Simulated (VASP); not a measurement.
A run of VASP 6.6.1:

The input INCAR:

```
SYSTEM = Mg3Sb2
  PREC = Accurate
  ENCUT = 600
  EDIFF = 1E-7
  ISMEAR = 0
  SIGMA = 0.03
  LREAL = .False.
  LASPH = .True.
  NELM = 80
  ALGO = Normal
  ISIF = 3
  LWAVE = .False.
  LCHARG = .False.
  GGA = PS
  IBRION = 2
  NSW = 90
  EDIFFG = -0.005
  KPAR = 4
```

KPOINTS

```
Automatic mesh
0
Gamma
  9 9 5
  0 0 0
```

File POSCAR:

```
Mg3Sb2                                  
1.0
    4.5524044858     -0.0000000000      0.0000000000
   -2.2762022429      3.9424979329      0.0000000000
    0.0000000000     -0.0000000000      7.1824591898
  Mg              Sb            
     3     2
Direct
     0.3333333332999970    0.6666666667000030    0.6326104884855350
     0.6666666667000030    0.3333333332999970    0.3673895115144650
     1.0000000000000000    0.0000000000000000    1.0000000000000000
     0.3333333332999970    0.6666666667000030    0.2236239002532219
     0.6666666667000030    0.3333333332999970    0.7763760997467781
```

Potentials or basis: VASP PAW PBE potentials, release 64 (Mg, Sb).

Command:

```sh
$ cat potpaw_PBE.64/Mg/POTCAR potpaw_PBE.64/Sb/POTCAR > POTCAR
$ mpirun -np 4 vasp_std > vasp.out
```

Hardware: 4 MPI ranks on AMD EPYC 9R45 (Zen 5) (shared host).

Task: Estimate the wall time of this run.

Result: Run time: 32 s on 4 MPI ranks on AMD EPYC 9R45 (Zen 5) (shared host), peak memory 0.32 GiB a rank. Counts: scf iterations 26, k points 50, ion steps 4.
